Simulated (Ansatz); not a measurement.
**In in Ansatz: the effect of functional**

In:

```
In
1.0
    -1.59229    1.59229    2.42320
     1.59229   -1.59229    2.42320
     1.59229    1.59229   -2.42320
In
1
Direct
  0.00000 0.00000 0.00000
```

The cell isn't the ideal one: volume scaled by 0.94.

Alike in all runs:

| Quantity | Value |
| --- | --- |
| Program | Ansatz 0.2.0 |
| Task | single point |
| Potentials or basis | Ansatz PAW |
| k mesh | 11 × 11 × 11 |
| Occupations | fermi-dirac, width 0.05 eV |
| Spin | no spin polarisation |

| functional | cutoff | pressure (GPa) |
| --- | --- | --- |
| LDA | 420 eV (not typed: the program's choice for these potentials) | ? |
| PBEsol | 420 eV (not typed: the program's choice for these potentials) | 2.0 |
| r2SCAN | 500 eV (not typed: the program's choice for these potentials) | 3.4 |

Q: What does the run with functional LDA give?

A: Pressure 0.1 GPa.

Caveats: the PAW data sets come from PBE, with cores solved anew for the run's functional, which leaves a small shift of forces and pressure.
